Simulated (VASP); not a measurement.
Wanted: the native input for a VASP 6.6.1 run.

- Task: relaxation of the atoms
- Functional: LDA
- Potentials or basis: VASP PAW LDA potentials, release 64 (Zn, Se)
- Cutoff: 600 eV
- k mesh: 8 × 8 × 8
- Occupations: gaussian, width 0.03 eV
- Spin: no spin polarisation
- Further INCAR settings: ALGO = Normal; EDIFF = 1e-07; IBRION = 2; EDIFFG = -0.01; NSW = 40

The structure of ZnSe (Stilleite) lies in POSCAR:

```
ZnSe                                    
1.0
    0.0000000000      2.7882745086      2.7882745086
    2.7882745086      0.0000000000      2.7882745086
    2.7882745086      2.7882745086      0.0000000000
  Zn              Se            
     1     1
Direct
     0.0000000000000000    0.0000000000000000    0.0000000000000000
     0.2500000000000000    0.2500000000000000    0.2500000000000000
```

One way to write it, as run:

INCAR

```
SYSTEM = ZnSe
ALGO = Normal ; EDIFF = 1E-7
EDIFFG = -0.01 ; ENCUT = 600
IBRION = 2 ; ISIF = 2
ISMEAR = 0 ; LASPH = .True.
LCHARG = .False. ; LREAL = .False.
LWAVE = .False. ; NELM = 80
NSW = 40 ; PREC = Accurate
SIGMA = 0.03
```

KPOINTS

```
k-points
0
Gamma
  8 8 8
  0 0 0
```

Potentials or basis: VASP PAW LDA potentials, release 64 (Zn, Se).

Launch:

```sh
$ cat potpaw_LDA.64/Zn/POTCAR potpaw_LDA.64/Se/POTCAR > POTCAR
$ mpirun -np 1 vasp_std > vasp.out
```

It gave:

- Pressure after relaxing: 0.0 GPa
- Band gap on the k mesh: 1.27 eV, direct

Caveat: the relaxation stopped at its first step, so nothing moved.

Run time: 10 s on 1 thread of Intel(R) Xeon(R) Platinum 8559C (Emerald Rapids), on a shared host, peak memory 0.16 GiB.
